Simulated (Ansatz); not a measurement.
# ZnS, space group R3m: a scan of the Hubbard U

Computed with the Ansatz DFT code, driven from Python.

Interactive session:
```pycon
>>> import warnings
>>> import ansatz as az
>>> import numpy as np
>>> from tabulate import tabulate
>>> config = {
...     "functional": "r2SCAN",
... }
>>> def count_gap(report):
...     # lowest empty less highest filled band, counting bands; zero where they overlap
...     return max(report.get("gap_by_band_count_ev") or 0.0, 0.0)
...
>>> warnings.simplefilter("ignore", az.DeckWarning)
>>> crystal = (
...     az.Lattice.from_parameters(3.8061424, 3.8061424, 28.0558435, alpha=90, beta=90, gamma=120)
...     .space_group(160)
...     .atom("Zn", (2 / 3, 1 / 3, 0.33330447))
...     .atom("Zn", (0.0, 0.0, 0.22226941))
...     .atom("Zn", (1 / 3, 2 / 3, 0.11128011))
...     .atom("S", (0.0, 0.0, 0.08326717))
...     .atom("S", (1 / 3, 2 / 3, 0.19450897))
...     .atom("S", (0.0, 0.0, 0.30536254))
...     .primitive()
... )
>>> crystal.resolved().tree()["lattice"]
((1.903071200000001, 1.098738669607025, 9.351947833333334), (-1.9030711999999992, 1.098738669607025, 9.351947833333334), (-9.349216578085936e-17, -2.197477339214047, 9.351947833333334))
>>> calc = crystal.calculation()
>>> calc = calc.functional(config["functional"]).kpoints(6)
>>> calc = calc.occupations(az.OccupationsMethod.FIXED)
>>> calc = calc.band_table()
>>> rows = []
>>> for u in [1.0, 3.0, 5.0, 7.0]:
...     report = calc.hubbard("Zn", "d", u_eff=u).run(threads=1).report
...     shell = report["hubbard"]["n_scf"]
...     rows.append((u, count_gap(report), sum(shell) / len(shell), report["n_iterations"]))
...
>>> print(tabulate(rows, headers=["U_eff eV", "gap by band count eV", "Zn d occupation (projector)", "iterations"], floatfmt=".4f", tablefmt="github"))
|   U_eff eV |   gap by band count eV |   Zn d occupation (projector) |   iterations |
|------------|------------------------|-------------------------------|--------------|
|     1.0000 |                 2.8025 |                        9.9783 |            9 |
|     3.0000 |                 2.8776 |                        9.9806 |            9 |
|     5.0000 |                 2.9379 |                        9.9825 |            9 |
|     7.0000 |                 2.9872 |                        9.9841 |            9 |
```

From U = 1 to 7 eV the gap on the mesh goes from 2.80 eV to 2.99 eV.

Semilocal gaps usually lie well under measured ones. With fixed filling the reported Fermi level is the top filled level among the k-points of the SCF. The structure comes from a database of computed cells and needn't be a stable or known phase. Gaps and levels are Kohn-Sham values on a finite set of k-points. Shell occupations and the effect of U depend on the projectors; a run with no .spin step is spin-unpolarised, and each U may end in a state that isn't the lowest. Run time: 100 s on 1 thread of Intel(R) Xeon(R) Processor @ 2.30GHz, with other jobs on the host, peak memory 0.8 GiB.
